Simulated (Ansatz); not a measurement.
# Fe3Ni2: the cost of one run

Method: DFT PBE, scalar-relativistic, plane waves, PAW, in Ansatz 0.2.0.

## (1) The system as given

The structure is tetragonal, space group I4/mmm (No. 139). The conventional cell has a = 4.237 Å, b = 4.237 Å, c = 6.702 Å, α = 90.00°, β = 90.00°, γ = 90.00°. Fe (site symmetry 4/mmm) has 2 Fe at 2.01 Å and 4 Ni at 2.12 Å as nearest neighbours. Around Fe (site symmetry 4mm) lie 1 Fe at 2.01 Å. Ni (site symmetry mmm) has 2 Fe at 2.12 Å as nearest neighbours.

Coordinates:

```xyz
5
Lattice="-2.1184 2.1184 3.3510 2.1184 -2.1184 3.3510 2.1184 2.1184 -3.3510" Properties=species:S:1:pos:R:3 pbc="T T T"
Fe    0.0000    0.0000    0.0000
Fe    0.0000    0.0000    2.0051
Fe    0.0000    0.0000    4.6968
Ni    0.0000    2.1184    0.0000
Ni    2.1184    0.0000    0.0000
```

A structure generator made this guess: random cell by space group and Wyckoff sites (I4/mmm, No. 139). Its size is a rough estimate.

## (2) A first look at the guess

Contents of input.yaml:

```yaml
crystal:
  lattice:
    - [-2.11840113, 2.11840113, 3.35096655]
    - [2.11840113, -2.11840113, 3.35096655]
    - [2.11840113, 2.11840113, -3.35096655]
  atoms:
    - { symbol: Fe, position: [0.0, 0.0, 0.0], spin: -4.0 }
    - { symbol: Fe, position: [0.2991897, 0.2991897, 0.0], spin: -4.0 }
    - { symbol: Fe, position: [0.7008103, 0.7008103, 0.0], spin: -4.0 }
    - { symbol: Ni, position: [0.5, 0.0, 0.5], spin: 2.0 }
    - { symbol: Ni, position: [0.0, 0.5, 0.5], spin: -2.0 }
basis:
  ecutwfc: 420
kpoints:
  mp_grid: { grid: [6, 6, 6] }
hamiltonian:
  xc: pbe
scf:
  occupations: { method: gaussian, width: 0.1 }
  lower_state_search: "off"
output:
  forces: true
  stress: true
  eigenvalues: true
  populations: true
magnetization:
  spin_polarized: true
```

On the command line:

```bash
$ ansatz run input.yaml --threads 4 --pin off --max-ram 8192MiB --backend cpu --events-out ev --progress --plain --runs-dir out
```

What time and memory should one allow on 4 threads of Arm Neoverse V2, shared host?

About 13 s, with a peak of 0.58 GiB.
